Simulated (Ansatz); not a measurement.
**Mg2Si**

Computed with Ansatz (plane waves, PAW, 500 eV cutoff): r²SCAN, scalar-relativistic, no spin polarisation, 10×10×10 k-mesh, Gaussian smearing of 0.05 eV; PAW files: Ansatz's generated set soft_2.

```yaml
crystal:
  lattice:
    - [0.00000, 3.16906, 3.16906]
    - [3.16906, 0.00000, 3.16906]
    - [3.16906, 3.16906, 0.00000]
  atoms:
    - { symbol: Mg, position: [0.25000, 0.25000, 0.25000] }
    - { symbol: Mg, position: [0.75000, 0.75000, 0.75000] }
    - { symbol: Si, position: [0.00000, 0.00000, 0.00000] }
```

The chain of runs began from a cell as deposited in COD, expanded in volume.

The run above is the reference. The same cell was run again with other input settings; several of them aren't fit for production, so the rows show the settings' effect and aren't properties of the material.

| keys changed | outcome | ΔE (meV/atom) | P (GPa) | gap on the mesh (eV) | cell moment (μB) | largest force component (eV/Å) | SCF iterations | rough core-seconds | new warnings |
| --- | --- | --- | --- | --- | --- | --- | --- | --- | --- |
| none (reference) | converged | 0.0 | 0.0 | 0.45 | – | 0.000 | – | – | – |
| kpoints.mp_grid.grid: [10, 10, 10] → [8, 8, 8] | converged | 0.7 | 0.0 | 0.45 | – | 0.000 | 6 | 5 | – |
| scf.occupations.method: "gaussian" → "methfessel_paxton"; scf.occupations.width: 0.05 → 0.01 | converged | 0.0 | 0.0 | 0.45 | – | 0.000 | 6 | 11 | – |
| scf.occupations.width: 0.05 → null; scf.occupations.method: "gaussian" → "tetrahedron_uncorrected"; scf.mixing.algorithm: "anderson"; scf.mixing.beta: 0.2 | converged | 0.0 | 0.0 | 0.45 | – | 0.000 | 7 | 9 | band table not solved further |

These changes also left energy (to 0.1 meV/atom), pressure, gap, moment and forces as in the reference: scf.n_extra_bands: 32 | scf.initial_density.chi_scale: 0.3 | basis.xc_grid: 3; basis.ecutrho_ratio: 4 → 12.

ΔE is the energy with the smearing extrapolated to zero. It is left out where the change alters the Hamiltonian or the spin treatment. The varied runs start from atomic densities (corrected by the program's trained start where that serves), with the default search for lower states unless a row changes it.

(1) What happens with these changes: basis.ecutwfc: 500 → "600 eV"?

Answer:

(1) outcome converged, ΔE (meV/atom) -0.9, P (GPa) 0.0, gap on the mesh (eV) 0.45, largest force component (eV/Å) 0.000, SCF iterations 6, rough core-seconds 8.

Changing scf.initial_density.chi_scale only steers the path to self-consistency, so the energy stays within 0.5 meV/atom.
